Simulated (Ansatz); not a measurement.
# AlNi: the cost of one run

Method: DFT r2SCAN, scalar-relativistic, plane waves, PAW, in Ansatz 0.2.0.

1 further run of the same task is left out (set aside as unsound or not needed).

**1. Starting point**

Symmetry: P4/mmm, No. 123, tetragonal system. Conventional cell: a = 2.860 Å, b = 2.860 Å, c = 2.870 Å, α = 90.00°, β = 90.00°, γ = 90.00°. Al (site symmetry 4/mmm) has 8 Ni at 2.48 Å as nearest neighbours. Around Ni (site symmetry 4/mmm) lie 8 Al at 2.48 Å.

Coordinates:

```xyz
2
Lattice="2.0224 -2.0222 0.0000 2.0224 2.0222 0.0000 0.0000 0.0000 2.8700" Properties=species:S:1:pos:R:3 pbc="T T T"
Al    0.0000    0.0000    0.0000
Ni    2.0224    0.0000    1.4350
```

It goes back to an entry of the Materials Project, which need not be the stable form.

It is the result of an earlier relaxation at this level (volume 11.74 Å³/atom; gap on the mesh: none (metal)).

**2. Static run: bands, density of states and charges**

input.yaml

```yaml
crystal:
  lattice:
    - [2.022387547, -2.022167299, 0.0]
    - [2.022387547, 2.022167299, 0.0]
    - [0.0, 0.0, 2.8700173234]
  atoms:
    - { symbol: Al, position: [0.0, 0.0, 0.0] }
    - { symbol: Ni, position: [0.5, 0.5, 0.5] }
basis:
  ecutwfc: 500
kpoints:
  mp_grid: { grid: [16, 16, 14] }
  band_path:
    path:
      - [[0.0, 0.0, 0.0], [0.0, 0.5, 0.0], [0.5, 0.50005445, 0.0], [0.0, 0.0, 0.0], [0.0, 0.0, 0.5], [0.0, 0.5, 0.5], [0.5, 0.50005445, 0.5], [0.0, 0.0, 0.5]]
      - [[0.0, 0.5, 0.0], [0.0, 0.5, 0.5]]
      - [[0.5, 0.50005445, 0.0], [0.5, 0.50005445, 0.5]]
    npoints: 14
hamiltonian:
  xc: r2scan
scf:
  occupations: { method: gaussian, width: 0.1 }
  n_extra_bands: 6
output:
  forces: true
  stress: true
  eigenvalues: true
  populations: true
  dos: { projected: true, de: 0.02, nscf_kmesh: { grid: [24, 24, 21] } }
  bader: true
```

On the command line:

```console
> ansatz run input.yaml --threads 1 --pin off --max-ram 2560MiB --backend cpu --events-out ev --progress --plain --runs-dir out
```

**Question.** How long does this run take on 1 thread of AMD EPYC (Zen 3), shared host, and how much memory does it need?

About 3.8 min, with a peak of 0.81 GiB.
